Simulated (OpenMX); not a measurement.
A run of OpenMX 3.8.5 is set up as follows.

Contents of run.py:

```python
from ase.io import read
from ase.calculators.openmx import OpenMX
from ase.calculators.mixing import SumCalculator
from dftd4.ase import DFTD4

atoms = read('PbS.cif')

def calculator():
    omx = OpenMX(
        label='PbS',
        command='openmx',
        nohup=True,
        xc='GGA-PBE',
        kpts=(5, 5, 5),
        system_currentdirectory='./',
        data_path='./DFT_DATA13',
        level_of_fileout=0,
        definition_of_atomic_species=[['Pb', 'Pb8.0-s3p2d2f2', 'Pb_PBE13'], ['S', 'S7.0-s3p2d2f1', 'S_PBE13']],
        atoms_speciesandcoordinates_unit='Ang',
        atoms_speciesandcoordinates=[['1', 'Pb', '0', '0', '0', 7.0, 7.0], ['2', 'Pb', '0', '0', '0', 7.0, 7.0], ['3', 'Pb', '0', '0', '0', 7.0, 7.0], ['4', 'Pb', '0', '0', '0', 7.0, 7.0], ['5', 'S', '0', '0', '0', 3.0, 3.0], ['6', 'S', '0', '0', '0', 3.0, 3.0], ['7', 'S', '0', '0', '0', 3.0, 3.0], ['8', 'S', '0', '0', '0', 3.0, 3.0]],
        scf_spinpolarization='off',
        scf_electronictemperature=580.226,
        scf_energycutoff=500.0,
        scf_maxiter=100,
        scf_eigenvaluesolver='band',
        scf_mixing_type='rmm-diisk',
        scf_init_mixing_weight=0.05,
        scf_min_mixing_weight=0.001,
        scf_max_mixing_weight=0.3,
        scf_mixing_history=25,
        scf_mixing_startpulay=8,
        scf_criterion=1e-08,
        dos_fileout=True,
        dos_erange=(-15.0, 15.0),
        dos_kgrid=(6, 6, 6),
    )
    return SumCalculator([omx, DFTD4(method='pbe')])

atoms.calc = calculator()
print('forces_eV_A', atoms.get_forces().round(6).tolist())
print('energy_eV', round(atoms.get_potential_energy(), 6))
print('dispersion_eV', round(atoms.calc.mixer.calcs[1].get_potential_energy(atoms), 6))
```

Contents of PbS.cif:

```cif
data_PbS
_cell_length_a 5.93150000
_cell_length_b 5.93150000
_cell_length_c 5.93150000
_cell_angle_alpha 90.00000000
_cell_angle_beta 90.00000000
_cell_angle_gamma 90.00000000
_space_group_name_H-M_alt 'Fm-3m'
_space_group_name_Hall '-F 4 2 3'
_space_group_IT_number 225
loop_
_space_group_symop_operation_xyz
'x,y,z'
'-x,-y,-z'
'-y,x,z'
'y,-x,-z'
'-x,-y,z'
'x,y,-z'
'y,-x,z'
'-y,x,-z'
'x,-y,-z'
'-x,y,z'
'-y,-x,-z'
'y,x,z'
'-x,y,-z'
'x,-y,z'
'y,x,-z'
'-y,-x,z'
'z,x,y'
'-z,-x,-y'
'z,-y,x'
'-z,y,-x'
'z,-x,-y'
'-z,x,y'
'z,y,-x'
'-z,-y,x'
'-z,x,-y'
'z,-x,y'
'-z,-y,-x'
'z,y,x'
'-z,-x,y'
'z,x,-y'
'-z,y,x'
'z,-y,-x'
'y,z,x'
'-y,-z,-x'
'x,z,-y'
'-x,-z,y'
'-y,z,-x'
'y,-z,x'
'-x,z,y'
'x,-z,-y'
'-y,-z,x'
'y,z,-x'
'-x,-z,-y'
'x,z,y'
'y,-z,-x'
'-y,z,x'
'x,-z,y'
'-x,z,-y'
'x,y+1/2,z+1/2'
'-x,-y+1/2,-z+1/2'
'-y,x+1/2,z+1/2'
'y,-x+1/2,-z+1/2'
'-x,-y+1/2,z+1/2'
'x,y+1/2,-z+1/2'
'y,-x+1/2,z+1/2'
'-y,x+1/2,-z+1/2'
'x,-y+1/2,-z+1/2'
'-x,y+1/2,z+1/2'
'-y,-x+1/2,-z+1/2'
'y,x+1/2,z+1/2'
'-x,y+1/2,-z+1/2'
[... 41 lines left out ...]
'y+1/2,-x,z+1/2'
'-y+1/2,x,-z+1/2'
'x+1/2,-y,-z+1/2'
'-x+1/2,y,z+1/2'
'-y+1/2,-x,-z+1/2'
'y+1/2,x,z+1/2'
'-x+1/2,y,-z+1/2'
'x+1/2,-y,z+1/2'
'y+1/2,x,-z+1/2'
'-y+1/2,-x,z+1/2'
'z+1/2,x,y+1/2'
'-z+1/2,-x,-y+1/2'
'z+1/2,-y,x+1/2'
'-z+1/2,y,-x+1/2'
'z+1/2,-x,-y+1/2'
'-z+1/2,x,y+1/2'
'z+1/2,y,-x+1/2'
'-z+1/2,-y,x+1/2'
'-z+1/2,x,-y+1/2'
'z+1/2,-x,y+1/2'
'-z+1/2,-y,-x+1/2'
'z+1/2,y,x+1/2'
'-z+1/2,-x,y+1/2'
'z+1/2,x,-y+1/2'
'-z+1/2,y,x+1/2'
'z+1/2,-y,-x+1/2'
'y+1/2,z,x+1/2'
'-y+1/2,-z,-x+1/2'
'x+1/2,z,-y+1/2'
'-x+1/2,-z,y+1/2'
'-y+1/2,z,-x+1/2'
'y+1/2,-z,x+1/2'
'-x+1/2,z,y+1/2'
'x+1/2,-z,-y+1/2'
'-y+1/2,-z,x+1/2'
'y+1/2,z,-x+1/2'
'-x+1/2,-z,-y+1/2'
'x+1/2,z,y+1/2'
'y+1/2,-z,-x+1/2'
'-y+1/2,z,x+1/2'
'x+1/2,-z,y+1/2'
'-x+1/2,z,-y+1/2'
'x+1/2,y+1/2,z'
'-x+1/2,-y+1/2,-z'
'-y+1/2,x+1/2,z'
'y+1/2,-x+1/2,-z'
'-x+1/2,-y+1/2,z'
'x+1/2,y+1/2,-z'
'y+1/2,-x+1/2,z'
'-y+1/2,x+1/2,-z'
'x+1/2,-y+1/2,-z'
'-x+1/2,y+1/2,z'
'-y+1/2,-x+1/2,-z'
'y+1/2,x+1/2,z'
'-x+1/2,y+1/2,-z'
'x+1/2,-y+1/2,z'
'y+1/2,x+1/2,-z'
'-y+1/2,-x+1/2,z'
'z+1/2,x+1/2,y'
'-z+1/2,-x+1/2,-y'
'z+1/2,-y+1/2,x'
'-z+1/2,y+1/2,-x'
'z+1/2,-x+1/2,-y'
'-z+1/2,x+1/2,y'
'z+1/2,y+1/2,-x'
'-z+1/2,-y+1/2,x'
'-z+1/2,x+1/2,-y'
'z+1/2,-x+1/2,y'
'-z+1/2,-y+1/2,-x'
'z+1/2,y+1/2,x'
'-z+1/2,-x+1/2,y'
'z+1/2,x+1/2,-y'
'-z+1/2,y+1/2,x'
'z+1/2,-y+1/2,-x'
'y+1/2,z+1/2,x'
'-y+1/2,-z+1/2,-x'
'x+1/2,z+1/2,-y'
'-x+1/2,-z+1/2,y'
'-y+1/2,z+1/2,-x'
'y+1/2,-z+1/2,x'
'-x+1/2,z+1/2,y'
'x+1/2,-z+1/2,-y'
'-y+1/2,-z+1/2,x'
'y+1/2,z+1/2,-x'
'-x+1/2,-z+1/2,-y'
'x+1/2,z+1/2,y'
'y+1/2,-z+1/2,-x'
'-y+1/2,z+1/2,x'
'x+1/2,-z+1/2,y'
'-x+1/2,z+1/2,-y'
loop_
_atom_site_label
_atom_site_type_symbol
_atom_site_symmetry_multiplicity
_atom_site_Wyckoff_symbol
_atom_site_fract_x
_atom_site_fract_y
_atom_site_fract_z
_atom_site_occupancy
Pb1 Pb 4 a 0.0000000000 0.0000000000 0.0000000000 1
S1 S 4 b 0.5000000000 0.0000000000 0.0000000000 1
```

Potentials or basis: OpenMX 2013 PBE set, Pb8.0-s3p2d2f2, S7.0-s3p2d2f1, grid cutoff 500 Ry.

Run with:

```sh
$ python run.py > run.log
$ DosMain PbS.Dos.val PbS.Dos.vec < dos.in
$ DosMain PbS.Dos.val PbS.Dos.vec < pdos.in
```

(1) Estimate the dispersion energy per atom.

(2) What does it give for the Mulliken charges?

Answers

(1) -0.378 eV.

(2) Pb +0.31; S -0.31 e.

Caveat: this odd mesh misses L, where the gap lies, so gap, dielectric constants and Born charges aren't listed; the basis of atomic orbitals isn't converged, which shifts pressures, moduli and gaps.
